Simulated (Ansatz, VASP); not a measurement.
# One calculation of CuO, two programs

Contents of INCAR:

```
SYSTEM = CuO
ALGO = Normal ; EDIFF = 1E-6
ENCUT = 520 ; GGA = PE
ISIF = 2 ; ISMEAR = -1
LASPH = .True. ; LCHARG = .False.
LREAL = .False. ; LWAVE = .False.
NBANDS = 16 ; NELM = 100
PREC = Accurate ; SIGMA = 0.05
```

File KPOINTS:

```
k-points
0
Gamma
  10 10 10
  0 0 0
```

POSCAR

```
CuO
1.0
    2.5525506100      0.0000000000      0.0000000000
    0.0000000000      2.5525506100      0.0000000000
    0.0000000000      0.0000000000      2.5525506100
Cu O
1 1
Direct
    0.0000000000      0.0000000000      0.0000000000
    0.5000000000      0.5000000000      0.5000000000
```

File input.yaml:

```yaml
crystal:
  lattice:
    - [2.55255061, 0.0, 0.0]
    - [0.0, 2.55255061, 0.0]
    - [0.0, 0.0, 2.55255061]
  atoms:
    - { symbol: Cu, position: [0.0, 0.0, 0.0] }
    - { symbol: O, position: [0.5, 0.5, 0.5] }
kpoints:
  mp_grid: { grid: [10, 10, 10] }
scf:
  occupations: { method: fermi_dirac, width: 0.05 }
hamiltonian:
  xc: pbe
  pseudopotentials: { kind: all_electron, lapw: { basis_error: 0.001 } }
output:
  forces: true
  stress: true
  eigenvalues: true
  populations: true
```

Measurements of this composition are mostly on another form, of space group No. 15.

Alike in both runs: task single point; functional PBE; k mesh 10 × 10 × 10; occupations fermi-dirac, width 0.05 eV; no spin polarisation.

|  | VASP | Ansatz |
| --- | --- | --- |
| version | VASP 6.6.1 | Ansatz 0.2.0 |
| potentials or method | VASP PAW PBE potentials, release 64 (Cu, O) | all-electron LAPW, scalar-relativistic |
| plane-wave cutoff (eV) | 520 | see its input |

```csv
,VASP,Ansatz,Ansatz less VASP
gap on the k mesh at the Fermi level (eV),none,none,-
pressure (GPa),21.1,20.8,-0.27
```

A gap of «none» marks a metal or a gap that the smearing closes. Ansatz ran all-electron here, so the differences hold the error of VASP's frozen core and of both bases.

Caveats: so large a pressure means that the cell lies far from this level's equilibrium, or that cutoff or potentials fall short; an odd number of electrons without spin polarisation forces a metal; a magnetic or distorted state may lie lower; the run has no spin polarisation, though such a crystal can be magnetic; semilocal functionals often make such compounds metallic where correlation or magnetic order opens a gap, which also shifts bond lengths.
